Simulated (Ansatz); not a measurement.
# ZnS: energy along a strain

ZnS, P6_3mc, a = 3.811 Å, c = 6.234 Å (as given, not relaxed at this level: 2.3 GPa, forces to 0.32 eV/Å). The compound has several low-lying forms, and this is one of them. Ansatz: PBE, PAW, 420 eV, Γ-centred 12×12×6 mesh on 4 atoms, Gaussian smearing 0.05 eV; no spin polarisation. Cell vectors (Å): 3.811 0.000 0.000; -1.905 3.300 0.000; 0.000 0.000 6.234. The cell is strained by x per cent times the pattern (0 0 0 0 0 1) in the order xx yy zz yz xz xy (engineering shears), with fractional coordinates held. y is the free energy over the start, V0 = 19.603 Å³/atom. Symmetry makes y even in x.

```
x (%) y (meV/atom)
-2.00             ?
-1.00          0.37
 0.00          0.00
 0.25          0.02
 0.50          0.09
 0.75          0.21
 1.25          0.58
 1.50          0.84
 1.75          1.14
```

Q: Fit y = c2 x² + c4 x⁴ to the other rows, get the stiffness along the pattern, and predict the missing energy.

A: Least squares on the rows shown. y = 0.3707 x² + 0.0006459 x⁴. The clamped-ion stiffness p·C·p = 2 × 3.707 eV × 160.2 / 19.603 Å³ = 61 GPa, which is C66 in these axes (second derivative at the start, which stands under stress). At x = -2.00 the fit asked for gives 1.49 meV/atom. The run gave 1.49 meV/atom, the same to the digits shown.